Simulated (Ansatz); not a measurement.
The system is PtSe2 (Sudovikovite).

```
Pt Se
1.0
     3.72400    0.00000    0.00000
    -1.86200    3.22508    0.00000
     0.00000    0.00000    5.06200
Pt Se
1 2
Cartesian
  0.0000 0.0000 0.0000
  1.8620 1.0750 3.7965
  0.0000 2.1501 1.2655
```

- Program: Ansatz 0.2.0
- Task: relaxation of cell and atoms
- Functional: r2SCANh
- Potentials or basis: Ansatz PAW
- Cutoff: 500 eV (not typed: the program's choice for these potentials)
- k mesh: 4 × 4 × 3
- Occupations: fermi-dirac, width 0.05 eV
- Spin: no spin polarisation

At the start: volume 20.27 Å³/atom.

How do energy, volume and symmetry change on relaxing?

It ends after 9 steps and the volume is 22.05 Å³/atom (+8.8 %); space group P-3m1 (No. 164, to 0.05 Å).

Step by step:
| step | energy change (eV) | largest force (eV/Å) | volume (Å³) |
| --- | --- | --- | --- |
| 1 | 0.0000 | 0.1582 | 60.80 |
| 2 | -0.0181 | 0.0385 | 62.90 |
| 3 | -0.0197 | 0.0090 | 63.39 |
| 4 | -0.0262 | 0.0084 | 65.12 |
| 5 | -0.0260 | 0.0619 | 67.20 |
| 6 | -0.0270 | 0.0449 | 66.68 |
| 7 | -0.0275 | 0.0049 | 66.22 |
| 8 | -0.0275 | 0.0009 | 66.14 |
| 9 | -0.0286 | 0.0010 | 66.14 |

Final structure:
```yaml
crystal:
  lattice:
    - [3.72140, 0.00000, 0.00000]
    - [-1.86070, 3.22283, 0.00000]
    - [0.00000, 0.00000, 5.51447]
  atoms:
    - { symbol: Pt, position: [0.00000, 0.00000, 0.00000] }
    - { symbol: Se, position: [0.66667, 0.33333, 0.76547] }
    - { symbol: Se, position: [0.33333, 0.66667, 0.23453] }
```

Caveat: the k mesh is coarse (spacing up to 0.49 Å⁻¹), so the values aren't converged, least of all with exact exchange; the plane-wave basis is chosen anew once the cell has moved, so the energies of steps on either side of that aren't comparable; the PAW data sets come from PBE, with cores solved anew for the run's functional, which leaves a small shift of forces and pressure.
